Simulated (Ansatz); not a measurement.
# AlN: response to strain

AlN is deformed so: equal xx and yy strain of +2 %. What stress and forces result, by LAPW, PAW and all-electron datasets made for the crystal?

Computed with Ansatz 0.2.0 (DFT PBEsol, scalar-relativistic, unless a step's input says otherwise).

### 1 The system as given

Symmetry: P6_3mc, No. 186, hexagonal system. The conventional cell has a = 3.111 Å, b = 3.111 Å, c = 4.978 Å, α = 90.00°, β = 90.00°, γ = 120.00°. Around Al (site symmetry 3m) lie 4 N at 1.89 to 1.92 Å. N (site symmetry 3m) is surrounded by 4 Al at 1.89 to 1.92 Å.

As a file:

```
Al N
1.0
     3.11100    0.00000    0.00000
    -1.55550    2.69421    0.00000
     0.00000    0.00000    4.97800
Al N
2 2
Direct
  0.33333 0.66667 0.00000
  0.66667 0.33333 0.50000
  0.33333 0.66667 0.38500
  0.66667 0.33333 0.88500
```

Atoms are numbered in the order of the input: Al1, Al2, N3, N4.

### 2 The deformed structure

Space group P6_3mc before, P6_3mc after.

### 3 Full-potential LAPW

input.yaml

```yaml
crystal:
  lattice:
    - [3.1732221946, 0.0, 0.0]
    - [-1.5866110973, 2.7480910324, 0.0]
    - [0.0, 0.0, 4.978]
  atoms:
    - { symbol: Al, position: [0.3333333333, 0.6666666667, 0.0] }
    - { symbol: Al, position: [0.6666666667, 0.3333333333, 0.5] }
    - { symbol: "N", position: [0.3333333333, 0.6666666667, 0.385] }
    - { symbol: "N", position: [0.6666666667, 0.3333333333, 0.885] }
kpoints:
  mp_grid: { grid: [10, 10, 6] }
  band_path:
    path:
      - [0.0, 0.0, 0.0]
      - [0.5, 0.0, 0.0]
      - [0.3333333333, 0.3333333333, 0.0]
      - [0.0, 0.0, 0.0]
      - [0.0, 0.0, 0.5]
      - [0.5, 0.0, 0.5]
      - [0.3333333333, 0.3333333333, 0.5]
      - [0.0, 0.0, 0.5]
      - [0.5, 0.0, 0.5]
    npoints: 5
scf:
  occupations: { method: fermi_dirac, width: 0.03 }
hamiltonian:
  xc: pbesol
  pseudopotentials: { kind: all_electron, lapw: { basis_error: 0.001 } }
output:
  forces: true
  stress: true
  eigenvalues: true
```

Launch:

```bash
> ansatz run input.yaml --threads 1 --pin off --max-ram 4096MiB --backend cpu --events-out ev --progress --plain --runs-dir out
```

### 4 PAW with frozen cores

input.yaml

```yaml
crystal:
  lattice:
    - [3.1732221946, 0.0, 0.0]
    - [-1.5866110973, 2.7480910324, 0.0]
    - [0.0, 0.0, 4.978]
  atoms:
    - { symbol: Al, position: [0.3333333333, 0.6666666667, 0.0] }
    - { symbol: Al, position: [0.6666666667, 0.3333333333, 0.5] }
    - { symbol: "N", position: [0.3333333333, 0.6666666667, 0.385] }
    - { symbol: "N", position: [0.6666666667, 0.3333333333, 0.885] }
kpoints:
  mp_grid: { grid: [10, 10, 6] }
scf:
  occupations: { method: fermi_dirac, width: 0.03 }
hamiltonian:
  xc: pbesol
  pseudopotentials: { kind: paw }
output:
  forces: true
  stress: true
  eigenvalues: true
  efg: { contact_densities: true }
```

### 5 Datasets made for this crystal

Edit input.yaml of step 4 so:

```diff
@@ -16,3 +16,3 @@
   xc: pbesol
-  pseudopotentials: { kind: paw }
+  pseudopotentials: { kind: all_electron, datasets: crystal }
 output:
```

(Steps that only read results are left out.)

Before running it: what results should come out? Wanted: pressure; largest shear or deviatoric stress.

**Answer**, as computed:

```
                                 quantity                                              value
                                 pressure  LAPW -7.19, PAW -7.08, crystal datasets -7.20 GPa
largest shear or deviatoric stress (LAPW)                                           3.86 GPa
```

In words: The largest part of the stress beyond the pressure is 3.86 GPa in size, in the zz component; the atoms are carried along and not relaxed. No run of the undeformed cell stands beside it, so pressure and stress hold what the given cell had before the change, as far as its symmetry allows. PAW: stress within 0.12 GPa of LAPW. Crystal datasets: stress within 0.01 GPa of LAPW.
